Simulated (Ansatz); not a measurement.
## The perfect armchair SiC nanoribbon (N = 10, H edges)

Wanted: the relaxed geometry and the bands of the armchair SiC nanoribbon (N = 10, H edges).

Main program and level: Ansatz 0.2.0; DFT PBE, plane waves, PAW; relaxation of a wire's period, in the first sound run; inputs show where later runs differ.

This is a report of a sequence of runs, with most program output left out.

## Step 1: The starting structure

The cell holds 24 atoms: 10 Si, 10 C and 4 H. Its edges and angles: a = 23.411 Å, b = 7.000 Å, c = 5.370 Å, α = 90.0°, β = 90.0°, γ = 90.0°. Vacuum lies along a and b. The structure's axis is c.

## Step 2: Relaxing the period

Band widths follow the bond lengths, so the wire is relaxed first. The atoms and the third cell vector are free; the box across stays fixed as vacuum. A Fermi-Dirac smearing is set since the result may be a metal. The pressure printed is a third of the stress's trace over the whole box, vacuum included; only the stress along the axis is relaxed.

input.yaml

```yaml
crystal:
  lattice:
    - [23.411, 0.0, 0.0]
    - [0.0, 7.0, 0.0]
    - [0.0, 0.0, 5.37]
  atoms:
    - { symbol: Si, position: [0.202031356, 0.5, 0.0] }
    - { symbol: Si, position: [0.334463586, 0.5, 0.0] }
    - { symbol: Si, position: [0.466895817, 0.5, 0.0] }
    - { symbol: Si, position: [0.599328047, 0.5, 0.0] }
    - { symbol: Si, position: [0.731760277, 0.5, 0.0] }
    - { symbol: C, position: [0.202031356, 0.5, 0.333333333] }
    - { symbol: C, position: [0.334463586, 0.5, 0.333333333] }
    - { symbol: C, position: [0.466895817, 0.5, 0.333333333] }
    - { symbol: C, position: [0.599328047, 0.5, 0.333333333] }
    - { symbol: C, position: [0.731760277, 0.5, 0.333333333] }
    - { symbol: H, position: [0.850505378, 0.5, 0.367783985] }
    - { symbol: H, position: [0.162449656, 0.5, 0.432960894] }
    - { symbol: Si, position: [0.268247471, 0.5, 0.5] }
    - { symbol: Si, position: [0.400679701, 0.5, 0.5] }
    - { symbol: Si, position: [0.533111932, 0.5, 0.5] }
    - { symbol: Si, position: [0.665544162, 0.5, 0.5] }
    - { symbol: Si, position: [0.797976393, 0.5, 0.5] }
    - { symbol: C, position: [0.268247471, 0.5, 0.833333333] }
    - { symbol: C, position: [0.400679701, 0.5, 0.833333333] }
    - { symbol: C, position: [0.533111932, 0.5, 0.833333333] }
    - { symbol: C, position: [0.665544162, 0.5, 0.833333333] }
    - { symbol: C, position: [0.797976393, 0.5, 0.833333333] }
    - { symbol: H, position: [0.149502371, 0.5, 0.867783985] }
    - { symbol: H, position: [0.837558093, 0.5, 0.932960894] }
kpoints:
  mp_grid: { grid: [1, 1, 15] }
scf:
  occupations: { method: fermi_dirac, width: 0.05 }
hamiltonian:
  xc: pbe
relax:
  cell: { fix: [a, b, alpha, beta, gamma] }
  max_steps: 45
  f_tol: 0.03
```

On the command line:

```
> ansatz run input.yaml --threads 4 --pin off --max-ram 16384MiB --backend cpu --events-out ev --progress --plain --runs-dir out
```

Run time: 54 s. Hardware: 4 threads of Arm Neoverse V1, shared host; peak memory 1.5 GiB; 3.4 min of CPU time.

The steps of the relaxation:

```csv
step,energy less that of the first step (eV),largest force component (eV/Å),pressure (GPa),volume (Å³)
1,0.0000,1.8906,0.04,880.02
2,-0.1712,0.7797,0.03,881.55
3,-0.2037,0.0620,0.15,881.44
4,-0.2040,0.0216,0.11,881.57
5*,-0.2045,0.0216,0.11,881.57
```

Relaxation steps marked * repeat the geometry before them on a plane-wave basis chosen anew for their cell, so energy and pressure can jump there.

The run keeps the 4 symmetry operations that it works with, so distortions that break them were not tested.

```csv
cell as run,before,after,change
c (Å),5.370,5.379,+0.2 %
```

The atoms that moved most (Å, along periodic axes as changes of fractional coordinates times the final cell, across vacuum about the mean position):

```csv
atom,dx,dy,dz,length
Si17,-0.065,0.000,0.041,0.077
Si1,0.065,0.000,0.041,0.077
H12,-0.010,0.000,-0.030,0.031
H24,0.010,0.000,-0.030,0.031
C22,-0.025,0.000,-0.009,0.026
C6,0.025,0.000,-0.009,0.026
C18,0.021,0.000,-0.002,0.021
C10,-0.021,0.000,-0.002,0.021
```

This step gave:

```yaml
cell_length_along_the_wire: 5.379 Å
```

The cell's length comes to 5.379 Å with spin left out.

## Step 3: The wire at its relaxed period

This step: DFT PBE, plane waves, PAW; bands of a perfect wire (Ansatz 0.2.0).

At the relaxed period the bands are computed along the axis; those that cross an energy going forward count the channels that a perfect wire would open there.

input.yaml

```yaml
crystal:
  lattice:
    - [23.411, 0.0, 0.0]
    - [0.0, 7.0, 0.0]
    - [0.0, 0.0, 5.3794390659]
  atoms:
    - { symbol: Si, position: [0.204799473, 0.5, 0.007641808] }
    - { symbol: Si, position: [0.335179841, 0.5, 0.000557887] }
    - { symbol: Si, position: [0.467096016, 0.5, 0.999734321] }
    - { symbol: Si, position: [0.599226199, 0.5, 0.999827557] }
    - { symbol: Si, position: [0.731700655, 0.5, 0.999961728] }
    - { symbol: C, position: [0.203093574, 0.5, 0.331722489] }
    - { symbol: C, position: [0.334573757, 0.5, 0.33316558] }
    - { symbol: C, position: [0.466832177, 0.5, 0.332640121] }
    - { symbol: C, position: [0.598908948, 0.5, 0.332609323] }
    - { symbol: C, position: [0.730874128, 0.5, 0.332976285] }
    - { symbol: H, position: [0.850465738, 0.5, 0.369113912] }
    - { symbol: H, position: [0.162026039, 0.5, 0.427460534] }
    - { symbol: Si, position: [0.268299345, 0.5, 0.499961728] }
    - { symbol: Si, position: [0.400773801, 0.5, 0.499827557] }
    - { symbol: Si, position: [0.532903984, 0.5, 0.499734321] }
    - { symbol: Si, position: [0.664820159, 0.5, 0.500557887] }
    - { symbol: Si, position: [0.795200527, 0.5, 0.507641808] }
    - { symbol: C, position: [0.269125872, 0.5, 0.832976285] }
    - { symbol: C, position: [0.401091052, 0.5, 0.832609323] }
    - { symbol: C, position: [0.533167823, 0.5, 0.832640121] }
    - { symbol: C, position: [0.665426243, 0.5, 0.83316558] }
    - { symbol: C, position: [0.796906426, 0.5, 0.831722489] }
    - { symbol: H, position: [0.149534262, 0.5, 0.869113912] }
    - { symbol: H, position: [0.837973961, 0.5, 0.927460534] }
kpoints:
  mp_grid: { grid: [1, 1, 15] }
  band_path: { path: ["Γ", Z], npoints: 90 }
scf:
  occupations: { method: fermi_dirac, width: 0.05 }
hamiltonian:
  xc: pbe
output:
  dos: { e_range: [-5, 4] }
  write_potential: true
  write_density: true
  volumetric_format: npy
```

The job ended after 2.3 min (4 threads; peak memory 3.2 GiB).

This step gave:

```yaml
band_gap: 2.367 eV
```

Electronic bands along the path, in eV, zero at the Fermi level; v1 is the highest filled band, c1 the lowest empty one:

```csv
point,v4,v3,v2,v1,c1,c2,c3,c4
Γ,-1.67,-1.58,-1.25,-1.17,1.19,1.24,1.36,1.41
halfway,-2.29,-1.98,-1.68,-1.61,1.42,1.44,1.99,1.99
Z,-2.44,-2.44,-1.92,-1.92,1.42,1.42,2.16,2.16
```

The gap is 2.37 eV, with spin left out.

The path shows a direct gap of 2.37 eV (valence top at Γ, conduction bottom at Γ).

## Step 4: Strain along the wire, period over the relaxed period 0.96, k-mesh 1×1×12

This step: DFT PBE, plane waves, PAW; relaxation at a fixed period (Ansatz 0.2.0).

The period is set to 0.96 times the relaxed one and the atoms relax within it: strain changes bond lengths and angles, which shifts the bands against each other. Against the first PBE run of this kind, the mesh along the wire has 12 points against 15.

The cell differs from the one that the last finished run ended in (c 5.379 → 5.164 Å).

input.yaml: that of step 3 with these lines changed.

```diff
@@ -4,3 +4,3 @@
     - [0.0, 7.0, 0.0]
-    - [0.0, 0.0, 5.3794390659]
+    - [0.0, 0.0, 5.1642615032]
   atoms:
@@ -31,3 +31,3 @@
 kpoints:
-  mp_grid: { grid: [1, 1, 15] }
+  mp_grid: { grid: [1, 1, 12] }
   band_path: { path: ["Γ", Z], npoints: 90 }
@@ -37,6 +37,6 @@
   xc: pbe
+relax:
+  max_steps: 40
+  f_tol: 0.02
 output:
-  dos: { e_range: [-5, 4] }
-  write_potential: true
-  write_density: true
-  volumetric_format: npy
+  stress: true
```

Run time: 2.6 min. Hardware: 4 threads; peak memory 3.2 GiB.

Relaxation path:

```csv
step,energy less that of the first step (eV),largest force component (eV/Å)
1,0.0000,1.5646
2,-0.2166,0.7989
3,-0.3067,0.1192
4,-0.3080,0.0771
5,-0.3083,0.0072
```

Forces are held to the 4 operations that the run works with; a distortion that breaks them can't arise in this run.

The atoms that moved most (Å):

```csv
atom,dx,dy,dz,length
H24,0.085,0.000,0.093,0.126
H12,-0.085,0.000,0.093,0.126
H11,0.084,0.000,-0.092,0.125
H23,-0.084,0.000,-0.092,0.125
C6,-0.116,0.000,0.023,0.118
C22,0.116,0.000,0.023,0.118
Si1,-0.109,0.000,-0.028,0.113
Si17,0.109,0.000,-0.028,0.113
```

Final coordinates:

```xyz
24
Lattice="23.4110 0.0000 0.0000 0.0000 7.0000 0.0000 0.0000 0.0000 5.1643" Properties=species:S:1:pos:R:3
Si    4.6851    3.5000    0.0114
Si    7.7939    3.5000   -0.0142
Si   10.9253    3.5000    5.1471
Si   14.0612    3.5000    5.1476
Si   17.2066    3.5000    5.1444
C     4.6386    3.5000    1.7366
C     7.7785    3.5000    1.7381
C    10.9178    3.5000    1.7357
C    14.0522    3.5000    1.7354
C    17.1845    3.5000    1.7383
H    19.9945    3.5000    1.8143
H     3.7084    3.5000    2.3005
Si    6.2044    3.5000    2.5622
Si    9.3498    3.5000    2.5654
Si   12.4857    3.5000    2.5650
Si   15.6171    3.5000    2.5679
Si   18.7259    3.5000    2.5935
C     6.2265    3.5000    4.3204
C     9.3588    3.5000    4.3175
C    12.4932    3.5000    4.3179
C    15.6325    3.5000    4.3202
C    18.7724    3.5000    4.3187
H     3.4165    3.5000    4.3964
H    19.7026    3.5000    4.8826
```

Numbers from this step:

```yaml
band_gap: 2.451 eV
```

Electronic bands along the path, in eV, zero at the Fermi level; v1 is the highest filled band, c1 the lowest empty one:

```csv
point,v4,v3,v2,v1,c1,c2,c3,c4
Γ,-1.70,-1.48,-1.23,-1.21,1.29,1.36,1.62,1.63
halfway,-2.32,-1.98,-1.79,-1.65,1.40,1.41,1.98,2.04
Z,-2.53,-2.53,-2.03,-2.03,1.32,1.32,2.08,2.08
```

The gap is 2.45 eV, against 2.37 eV under PBE at the relaxed period.

## Step 5: Strain along the wire, period over the relaxed period 0.98, k-mesh 1×1×12

The period is set to 0.98 times the relaxed one and the atoms relax within it: strain changes bond lengths and angles, which shifts the bands against each other. Against the first PBE run of this kind, the mesh along the wire has 12 points against 15.

The cell differs from the one that the last finished run ended in (c 5.164 → 5.272 Å).

input.yaml: that of step 4 with these lines changed.

```diff
@@ -4,3 +4,3 @@
     - [0.0, 7.0, 0.0]
-    - [0.0, 0.0, 5.1642615032]
+    - [0.0, 0.0, 5.2718502845]
   atoms:
```

Wall time 2.6 min (4 threads); peak memory 3.2 GiB.

Step by step:

```csv
step,energy less that of the first step (eV),largest force component (eV/Å)
1,0.0000,0.6926
2,-0.0486,0.3556
3,-0.0675,0.0527
4,-0.0677,0.0200
5,-0.0678,0.0032
```

The run keeps the 4 symmetry operations that it works with, so distortions that break them were not tested.

The atoms that moved most (Å):

```csv
atom,dx,dy,dz,length
H12,-0.041,0.000,0.048,0.063
H24,0.041,0.000,0.048,0.063
H23,-0.036,0.000,-0.050,0.061
H11,0.036,0.000,-0.050,0.061
C22,0.057,0.000,0.012,0.058
C6,-0.057,0.000,0.012,0.058
Si1,-0.052,0.000,-0.014,0.053
Si17,0.052,0.000,-0.014,0.053
```

Final coordinates:

```xyz
24
Lattice="23.4110 0.0000 0.0000 0.0000 7.0000 0.0000 0.0000 0.0000 5.2719" Properties=species:S:1:pos:R:3
Si    4.7430    3.5000    0.0266
Si    7.8225    3.5000   -0.0049
Si   10.9309    3.5000    5.2633
Si   14.0443    3.5000    5.2638
Si   17.1668    3.5000    5.2624
C     4.6977    3.5000    1.7606
C     7.8066    3.5000    1.7647
C    10.9234    3.5000    1.7622
C    14.0353    3.5000    1.7619
C    17.1447    3.5000    1.7644
H    19.9465    3.5000    1.8964
H     3.7526    3.5000    2.3020
Si    6.2442    3.5000    2.6265
Si    9.3667    3.5000    2.6278
Si   12.4801    3.5000    2.6274
Si   15.5885    3.5000    2.6311
Si   18.6680    3.5000    2.6625
C     6.2663    3.5000    4.4003
C     9.3757    3.5000    4.3978
C    12.4876    3.5000    4.3981
C    15.6044    3.5000    4.4006
C    18.7133    3.5000    4.3966
H     3.4645    3.5000    4.5323
H    19.6584    3.5000    4.9379
```

The electronic bands at the labelled points (eV, zero at the Fermi level; v1 is the highest filled band, c1 the lowest empty one):

```csv
point,v4,v3,v2,v1,c1,c2,c3,c4
Γ,-1.74,-1.54,-1.24,-1.21,1.24,1.29,1.49,1.51
halfway,-2.33,-1.99,-1.74,-1.64,1.40,1.43,1.99,2.02
Z,-2.49,-2.49,-1.98,-1.98,1.37,1.37,2.12,2.12
```

The gap is 2.45 eV, against 2.37 eV under PBE at the relaxed period.

## Step 6: Strain along the wire, period over the relaxed period 1.02, k-mesh 1×1×11

The period is set to 1.02 times the relaxed one and the atoms relax within it: strain changes bond lengths and angles, which shifts the bands against each other. Against the first PBE run of this kind, the mesh along the wire has 11 points against 15.

The cell differs from the one that the last finished run ended in (c 5.272 → 5.487 Å).

input.yaml: that of step 5 with these lines changed.

```diff
@@ -4,3 +4,3 @@
     - [0.0, 7.0, 0.0]
-    - [0.0, 0.0, 5.2718502845]
+    - [0.0, 0.0, 5.4870278472]
   atoms:
@@ -31,3 +31,3 @@
 kpoints:
-  mp_grid: { grid: [1, 1, 12] }
+  mp_grid: { grid: [1, 1, 11] }
   band_path: { path: ["Γ", Z], npoints: 90 }
```

Elapsed: 2.5 min, on 4 threads; peak memory 3.4 GiB; 10 min of CPU time.

The steps of the relaxation:

```csv
step,energy less that of the first step (eV),largest force component (eV/Å)
1,0.0000,0.5349
2,-0.0407,0.2799
3,-0.0527,0.0348
4,-0.0528,0.0221
5,-0.0529,0.0029
```

The run keeps the 4 symmetry operations that it works with, so distortions that break them were not tested.

The atoms that moved most (Å):

```csv
atom,dx,dy,dz,length
H11,-0.037,0.000,0.053,0.065
H23,0.037,0.000,0.053,0.065
H24,-0.037,0.000,-0.046,0.059
H12,0.037,0.000,-0.046,0.059
Si17,-0.050,0.000,0.014,0.052
Si1,0.050,0.000,0.014,0.052
C22,-0.050,0.000,-0.012,0.052
C6,0.050,0.000,-0.012,0.052
```

The relaxed structure:

```xyz
24
Lattice="23.4110 0.0000 0.0000 0.0000 7.0000 0.0000 0.0000 0.0000 5.4870" Properties=species:S:1:pos:R:3
Si    4.8444    3.5000    0.0563
Si    7.8690    3.5000    0.0086
Si   10.9394    3.5000    5.4906
Si   14.0154    3.5000    5.4909
Si   17.0987    3.5000    5.4943
C     4.8048    3.5000    1.8081
C     7.8546    3.5000    1.8202
C    10.9334    3.5000    1.8172
C    14.0081    3.5000    1.8170
C    17.0804    3.5000    1.8184
H    19.8734    3.5000    2.0788
H     3.8299    3.5000    2.2995
Si    6.3123    3.5000    2.7508
Si    9.3956    3.5000    2.7474
Si   12.4716    3.5000    2.7470
Si   15.5420    3.5000    2.7521
Si   18.5666    3.5000    2.7998
C     6.3306    3.5000    4.5619
C     9.4029    3.5000    4.5605
C    12.4776    3.5000    4.5607
C    15.5564    3.5000    4.5638
C    18.6062    3.5000    4.5516
H     3.5376    3.5000    4.8223
H    19.5811    3.5000    5.0430
```

The gap is 2.29 eV, against 2.37 eV under PBE at the relaxed period.

## Step 7: At a strained period, period over the relaxed period 1.04, k-mesh 1×1×11

The period is set to 1.04 times the relaxed one and the atoms relax within it: strain changes bond lengths and angles, which shifts the bands against each other. Against the first PBE run of this kind, the mesh along the wire has 11 points against 15.

The cell differs from the one that the last finished run ended in (c 5.487 → 5.595 Å).

input.yaml: that of step 6 with these lines changed.

```diff
@@ -4,3 +4,3 @@
     - [0.0, 7.0, 0.0]
-    - [0.0, 0.0, 5.4870278472]
+    - [0.0, 0.0, 5.5946166285]
   atoms:
```

The job ended after 2.5 min (4 threads; peak memory 3.4 GiB).

The steps of the relaxation:

```csv
step,energy less that of the first step (eV),largest force component (eV/Å)
1,0.0000,0.9372
2,-0.1454,0.4861
3,-0.1836,0.0768
4,-0.1841,0.0197
```

Forces are held to the 4 operations that the run works with; a distortion that breaks them can't arise in this run.

The atoms that moved most (Å):

```csv
atom,dx,dy,dz,length
H23,0.066,0.000,0.109,0.127
H11,-0.066,0.000,0.109,0.127
H12,0.073,0.000,-0.090,0.116
H24,-0.073,0.000,-0.090,0.116
C22,-0.097,0.000,-0.025,0.100
C6,0.097,0.000,-0.025,0.100
Si17,-0.094,0.000,0.028,0.098
Si1,0.094,0.000,0.028,0.098
```

Final coordinates:

```xyz
24
Lattice="23.4110 0.0000 0.0000 0.0000 7.0000 0.0000 0.0000 0.0000 5.5946" Properties=species:S:1:pos:R:3
Si    4.8888    3.5000    0.0706
Si    7.8879    3.5000    0.0125
Si   10.9428    3.5000    5.6017
Si   14.0031    3.5000    5.6018
Si   17.0703    3.5000    5.6077
C     4.8519    3.5000    1.8310
C     7.8748    3.5000    1.8495
C    10.9378    3.5000    1.8460
C    13.9971    3.5000    1.8460
C    17.0551    3.5000    1.8462
H    19.8439    3.5000    2.1737
H     3.8661    3.5000    2.3015
Si    6.3407    3.5000    2.8104
Si    9.4079    3.5000    2.8045
Si   12.4682    3.5000    2.8044
Si   15.5231    3.5000    2.8098
Si   18.5222    3.5000    2.8679
C     6.3559    3.5000    4.6435
C     9.4139    3.5000    4.6433
C    12.4732    3.5000    4.6433
C    15.5362    3.5000    4.6468
C    18.5591    3.5000    4.6283
H     3.5671    3.5000    4.9710
H    19.5449    3.5000    5.0988
```

The electronic bands at the labelled points (eV, zero at the Fermi level; v1 is the highest filled band, c1 the lowest empty one):

```csv
point,v4,v3,v2,v1,c1,c2,c3,c4
Γ,-1.63,-1.50,-1.26,-1.09,1.11,1.12,1.20,1.27
halfway,-2.13,-1.94,-1.53,-1.52,1.45,1.48,1.93,2.00
Z,-2.31,-2.31,-1.78,-1.78,1.52,1.52,2.24,2.24
```

The gap is 2.20 eV, against 2.37 eV under PBE at the relaxed period.

## Step 8: At a strained period, period over the relaxed period 1.06, k-mesh 1×1×11

The period is set to 1.06 times the relaxed one and the atoms relax within it: strain changes bond lengths and angles, which shifts the bands against each other. Against the first PBE run of this kind, the mesh along the wire has 11 points against 15.

The cell differs from the one that the last finished run ended in (c 5.595 → 5.702 Å).

input.yaml: that of step 7 with these lines changed.

```diff
@@ -4,3 +4,3 @@
     - [0.0, 7.0, 0.0]
-    - [0.0, 0.0, 5.5946166285]
+    - [0.0, 0.0, 5.7022054098]
   atoms:
```

The job ended after 2.7 min (4 threads; peak memory 3.5 GiB).

The gap is 2.09 eV, against 2.37 eV under PBE at the relaxed period.

## Step 9: Side by side

Times are for 4 threads of Arm Neoverse V1, shared host. Results by setting:

```csv
no.,period over the relaxed period,k-mesh,free energy less the lowest (eV),pressure (GPa),band gap (eV),time,memory (GiB)
1,0.96,1×1×12,0.4624,1.983,2.451,2.6 min,3.2
2,0.98,1×1×12,0.004224,1.035,2.448,2.6 min,3.2
3,1.02,1×1×11,0,-0.7607,2.288,2.5 min,3.4
4,1.04,1×1×11,0.4283,-1.583,2.202,2.5 min,3.4
5,1.06,1×1×11,1.123,-2.374,2.090,2.7 min,3.5
```

## Step 10: What came out

| Item | Value |
| --- | --- |
| cell length, PBE | 5.379 Å |
| gap, PBE | 2.37 eV |
| gap, period scaled by 0.96 | 2.45 eV |
| gap, period scaled by 0.98 | 2.45 eV |
| gap, period scaled by 1.02 | 2.29 eV |
| gap, period scaled by 1.04 | 2.20 eV |
| gap, period scaled by 1.06 | 2.09 eV |

What this shows: Under PBE the cell's length is 5.38 Å, and a gap of 2.37 eV makes it a semiconductor. Strain matters: under PBE the gap goes from 2.37 eV to 2.45 eV at 0.96 times the period, 2.45 eV at 0.98 times the period, 2.29 eV at 1.02 times the period, 2.20 eV at 1.04 times the period and 2.09 eV at 1.06 times the period.

[Logs are printed without paths, hosts, clocks, repeated set-up lines and the standing remarks that a program may print on its own settings, such as how far it seeks lower states.]

[Hosts, paths, dates, database ids (printed as entryN), source tags and the programs' standing remarks are cut or masked in the printed files.]
